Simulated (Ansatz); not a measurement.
Set up this calculation in Ansatz 0.2.0, as the native input.

```yaml
Task: single point
Functional: PBEsol
Potentials_or_basis: Ansatz PAW
Cutoff: "420 eV (not typed: the program's choice for these potentials)"
k_mesh: 9 × 9 × 9
Occupations: gaussian, width 0.1 eV
Spin: no spin polarisation
```

The system is ZnS.

```
CELL_PARAMETERS angstrom
0.00000 2.70200 2.70200
2.70200 0.00000 2.70200
2.70200 2.70200 0.00000
ATOMIC_POSITIONS crystal
Zn 0.75000 0.75000 0.75000
S 0.00000 0.00000 0.00000
```

These files were run (other wordings do the same):

input.yaml

```yaml
crystal:
  lattice:
    - [0.0, 2.702, 2.702]
    - [2.702, 0.0, 2.702]
    - [2.702, 2.702, 0.0]
  atoms:
    - { symbol: Zn, position: [0.75, 0.75, 0.75] }
    - { symbol: S, position: [0.0, 0.0, 0.0] }
hamiltonian:
  xc: pbesol
  pseudopotentials: { kind: paw }
kpoints:
  mp_grid: { grid: [9, 9, 9] }
scf:
  occupations: { method: gaussian, width: 0.1 }
output:
  forces: true
  stress: true
  eigenvalues: true
  write_density: true
  write_potential: true
  elf: true
  volumetric_format: npy
```

Potentials or basis: Ansatz PAW.

Command:

```sh
$ ansatz run input.yaml --threads 2 --pin off --max-ram 5632MiB --backend cpu --events-out ev --progress --plain --runs-dir out
```

Results of the run:

- Pressure: -2.0 GPa
- Band gap on the k mesh: 1.97 eV, direct

Caveat: odd divisions of the mesh miss points on the zone boundary, where band edges often lie, so the gap on the mesh can be too wide; the PAW data sets come from PBE, with cores solved anew for the run's functional, which leaves a small shift of forces and pressure.

Wall time 1.7 s on 2 threads of Intel(R) Xeon(R) Processor @ 2.70GHz (shared host), peak memory 0.34 GiB.
